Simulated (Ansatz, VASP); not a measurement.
## Two plane-wave programs on Rh

```xyz
1
Lattice="0.0000 1.8979 1.8219 1.8979 0.0000 1.8219 1.8979 1.8979 0.0000" Properties=species:S:1:pos:R:3 pbc="T T T"
Rh    0.0000    0.0000    0.0000
```

Alike in both runs: functional PBE; k mesh 10 × 10 × 10; occupations fermi-dirac, width 0.05 eV; no spin polarisation.

```csv
,VASP,Ansatz
version,VASP 6.6.1,Ansatz 0.2.0
potentials or method,"VASP PAW PBE potentials, release 64 (Rh_pv)",Ansatz PAW
plane-wave cutoff (eV),520,420
valence electrons in the cell,15,17
task,single point,band structure
```

Ansatz gave:

```
gap on the k mesh at the Fermi level (eV)       : none
pressure (GPa)                                  : 21.0
largest component of the traceless stress (GPa) : 6.99
```

Task: Which values does VASP return?

Result: gap on the k mesh at the Fermi level (eV): none; pressure (GPa): 21.2; largest component of the traceless stress (GPa): 6.96.

A gap of «none» marks a metal or a gap that the smearing closes. The two sets of potentials don't hold the same shells in valence.

Caveats: so large a pressure means that the cell lies far from this level's equilibrium, or that cutoff or potentials fall short (VASP).
